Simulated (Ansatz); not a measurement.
An Ansatz input:

```yaml
crystal:
  lattice:
    - [-4.1077875996, 4.1169490402, 1.750114074]
    - [4.1169490402, -4.1077875996, 1.750114074]
    - [2.2299632194, 2.2299632194, -1.7333348789]
  atoms:
    - { symbol: La, position: [0.9996051304, 0.0003948696, 1.0], spin: 1.0 }
    - { symbol: La, position: [0.7503948696, 0.2496051304, 0.5], spin: 1.0 }
hamiltonian:
  xc: pbe
  pseudopotentials:
    kind: paw
    azcp:
      La: "pseudopotentials/La.paw.azcp"
basis:
  ecutwfc: 420
  fft_grid_basis: typed
kpoints:
  mp_grid: { grid: [17, 17, 16], shift: [0, 0, 0] }
magnetization:
  spin_polarized: true
scf:
  occupations: { method: fermi_dirac, width: 0.05 }
output:
  stress: true
```

and its output:

```
Engine: ansatz 0.2.0, aarch64-unknown-linux-gnu
Pseudopotentials: kind: paw
Pseudopotential: La, paw, valence charge 11, recommended cutoff 420 eV (normal) 
Functional definition: PBE
  parameter kappa = 0.804
  parameter beta = 0.06672455060314922
  exchange = pbe_x(kappa = kappa, mu = beta*pi^2/3)
  correlation = pbe_c(beta = beta)
Crystal: 2 atoms, lattice volume = 64.328 Å³
Basis set: ecut = 420 eV, 1241 PW (Γ)
Bands: 16, of which v1, the nominal top of the filled ones, is band 11 counted from 1 (10 counted from 0)
Symmetry: 4 space group operations
Space group: C2/c (ITA 15), of the structure as read, at distance tolerance 4.0e-5 Å
Magnetic group: BNS 15.85 (UNI 92), of the structure as read, at distance tolerance 4.0e-5 Å
k-points: 1233 of 4624
Non-local potential: La, projectors of the file, l = 0: 3, l = 1: 2, l = 2: 2, l = 3: 3
PAW form: soft (Blöchl's): semilocal exchange-correlation on the pseudo side does not see the compensation charge
PAW one-centre angular grid: La, 590 points (default); XC on 64 Gauss nodes
Initial density: superposition of atomic densities (chi_scale 0.1, normalization cell)
Starting moments: Σ|m| = 2 μB on 2 of 2 sites
Initial wavefunctions: pseudopotential atomic-orbital guess
Functional: x = pbe(κ = 0.804, μ = 0.2195149727645171), c = pbe(β = 0.06672455060314922)
iter 1 solved again at ethr=2.28e-3 eV; its pass at ethr=3.10e-3 eV (dr2=5.02e-1 eV) is discarded
SCF iter   1: F=—  HF=-12499.627233 eV  |F-HF|=—  |Δ(HF+E_count)|=         —  Δρ=2.30e-2 (↑2.30e-2 ↓1.28e-2)  dr2=5.09e-1  dr2_m=1.03e-1  M=0.723 μB ∫|m|=0.723 μB  β_m=0.30  ethr=2.28e-3  ⟨swp⟩=1.0  Hψ=257032  notcnv=0
Mixer restart at iter 1: flushing history
spin=Collinear: Kerker preconditioning applied to the charge; magnetization (m = ρ↑ − ρ↓) channel mixes plain (no charge-response kernel on spin).
SCF iter   2: F=—  HF=-12499.791018 eV  |F-HF|=—  |Δ(HF+E_count)|=   1.64e-1  Δρ=1.68e-2 (↑1.68e-2 ↓9.70e-3)  dr2=2.73e-1  dr2_m=5.68e-2  M=0.629 μB ∫|m|=0.629 μB  β_m=0.65  ethr=2.28e-3  ⟨swp⟩=3.1  Hψ=58460  notcnv=0  defer=5
SCF iter   3: F=—  HF=-12499.973865 eV  |F-HF|=—  |Δ(HF+E_count)|=   1.83e-1  Δρ=2.00e-3 (↑2.00e-3 ↓1.79e-3)  dr2=1.21e-3  dr2_m=1.70e-3  M=0.267 μB ∫|m|=0.267 μB  β_m=0.82  ethr=1.24e-3  ⟨swp⟩=6.1  Hψ=106606  notcnv=0  defer=241
SCF iter   4: F=—  HF=-12499.980759 eV  |F-HF|=—  |Δ(HF+E_count)|=   6.89e-3  Δρ=1.02e-3 (↑1.02e-3 ↓9.58e-4)  dr2=4.11e-4  dr2_m=5.11e-4  M=0.143 μB ∫|m|=0.143 μB  β_m=0.91  ethr=5.52e-6  ⟨swp⟩=3.1  Hψ=97971  notcnv=0  defer=70
SCF iter   5: F=—  HF=-12499.982392 eV  |F-HF|=—  |Δ(HF+E_count)|=   1.63e-3  Δρ=4.47e-4 (↑4.41e-4 ↓4.47e-4)  dr2=5.80e-6  dr2_m=1.14e-4  M=0.070 μB ∫|m|=0.070 μB  β_m=0.96  ethr=1.87e-6  ⟨swp⟩=3.1  Hψ=83790  notcnv=0  defer=26
SCF iter   6: F=—  HF=-12499.982936 eV  |F-HF|=—  |Δ(HF+E_count)|=   5.44e-4  Δρ=8.52e-5 (↑8.44e-5 ↓8.52e-5)  dr2=1.23e-6  dr2_m=3.88e-6  M=0.012 μB ∫|m|=0.012 μB  β_m=0.98  ethr=2.63e-8  ⟨swp⟩=3.1  Hψ=84433  notcnv=0  defer=5
SCF iter   7: F=—  HF=-12499.982958 eV  |F-HF|=—  |Δ(HF+E_count)|=   2.18e-5  Δρ=2.05e-5 (↑1.74e-5 ↓2.05e-5)  dr2=2.39e-7  dr2_m=1.75e-7  M=0.002 μB ∫|m|=0.002 μB  β_m=0.99  ethr=5.59e-9  ⟨swp⟩=2.9  Hψ=73896  notcnv=0  defer=1
SCF iter   8: F=—  HF=-12499.982959 eV  |F-HF|=—  |Δ(HF+E_count)|=   1.30e-6  Δρ=3.14e-6 (↑2.93e-6 ↓3.14e-6)  dr2=7.49e-10  dr2_m=5.13e-9  M=-0.000 μB ∫|m|=0.000 μB  β_m=0.99  ethr=1.09e-9  ⟨swp⟩=2.2  Hψ=69299  notcnv=0
SCF iter   9: F=—  HF=-12499.982959 eV  |F-HF|=—  |Δ(HF+E_count)|=   4.23e-8  Δρ=1.20e-6 (↑1.20e-6 ↓1.13e-6)  dr2=1.74e-10  dr2_m=7.79e-10  M=0.000 μB ∫|m|=0.000 μB  β_m=1.00  ethr=3.41e-12  ⟨swp⟩=3.0  Hψ=78205  notcnv=0
SCF iter  10: F=—  HF=-12499.982959 eV  |F-HF|=—  |Δ(HF+E_count)|=   7.52e-9  Δρ=4.42e-7 (↑4.13e-7 ↓4.42e-7)  dr2=9.42e-12  dr2_m=1.04e-10  M=0.000 μB ∫|m|=0.000 μB  β_m=1.00  ethr=1.00e-12  ⟨swp⟩=3.0  Hψ=76659  notcnv=0
SCF iter  11: F=-12499.982959 eV  HF=-12499.982959 eV  |F-HF|=5.82e-11  |Δ(HF+E_count)|=   1.14e-9  Δρ=1.61e-7 (↑1.61e-7 ↓1.48e-7)  dr2=3.22e-12  dr2_m=1.36e-11  M=0.000 μB ∫|m|=0.000 μB  ethr=1.00e-12  ⟨swp⟩=1.0  Hψ=120042  notcnv=0
SCF 1 converged in 11 iterations: F = -12499.982959 eV  dr2 = 3.22e-12
WARN: the starting moments were not kept: the SCF closed with an absolute magnetisation of 2.9e-5 μB, where they sum to 2 μB in size (2 sites). That is at most 0.1 of that sum. Measured as dr2_m measures the in/out step, that magnetisation stands 4.2e-11 eV from none, at or under the dr2_threshold of 1.0e-7 eV: it is no larger than a step whose dr2_m would equal this threshold. The system may hold no moment; this SCF shows only that its start led to no more than that. To try another start: raise the starting moments (crystal.atoms[].spin, magnetization.per_species, magnetization.initial_magnetization, or on a non-collinear deck that types none of these the spinor_matrix: blocks that start its atoms; where the total moment is fixed, keep their sum and leave initial_magnetization as it is; typed ones take the place of any that the run laid by itself, positive ones on a crystal's lanthanoids without a Hubbard term where scf.initial_density.shell_occupations: [] is typed) or, if the notice of its spin-set hold's release reads "site moments contracting" or "site moments show no strong build", lengthen the hold (scf.mixing.spin_hold: { on: { confirm: 4 } }; for m-r²SCAN on two components see the key's manual first). Each may lead to a state that holds a moment. A second SCF, from the converged charge density, with the starting moments and any scf.initial_density.shell_occupations laid on it anew, would have followed, and was not run: the deck does not ask for one (magnetization.retry_lost_moments is false, the default). To let it run, set magnetization.retry_lost_moments: true and run the deck again, where that key's refused combinations let it; where memory then withholds it, that run's warning says so.
SCF converged after 11 iterations
Magnetization: 0.0000 μB (11.0000 up, 11.0000 down)
Absolute magnetization: 0.0000 μB (∫|ρ↑−ρ↓|, with the PAW one-centre terms)
Spin contamination: 0.0000 ħ² per cell (⟨S²⟩ above its minimum at these occupations)
Per-site moments (μB) at R_I (Å): [(-4.075430781249788e-7, 1.407340250471282), (-4.075430781834043e-7, 1.407340250471282)]
Free energy (F): -12499.982959 eV
Harris-Foulkes:  -12499.982959 eV  (|F-HF|=5.82e-11)
Internal energy: -12499.954572 eV  (E = F + TS)
E sigma→0 (E₀):  -12499.968766 eV
Entropy (-TS):   -0.028387 eV (-14.194 meV/atom)
Fermi energy:    12.933695 eV
--- Per-component energies (eV) ---
  E_band       = -45.195716
  E_kinetic    = 391.927811
  E_local      = -573.296375  (includes V_loc(G=0)·N_el)
  E_nonlocal   = 189.337837
  E_hartree    = 185.277533
  E_xc         = -281.098699
  E_vxc        = -298.530181  (∫ρ·V_xc dr)
  E_paw        = -10831.693225  (= ΣΔE_a)
  E_vpaw       = -125.189837  (= ΣTr[D̂ρ^β])
  E_aug_tail   = -0.000000  (compensation charges beyond the density's cutoff)
  E_ewald      = -1580.409454
  E_smearing   = -0.028387  (= −TS)
  E_closure    = 0.000000  (closes the sum)
  Σ components = -12499.982959   (vs F -12499.982959, Δ=0.00e0)
--- Stress (GPa, compression-positive) ---
        3.802999       0.213553      -0.151909
        0.213553       3.802999      -0.151909
       -0.151909      -0.151909       4.114241
  P = ⅓ Tr σ = 3.9067 GPa (39.067 kbar)
```
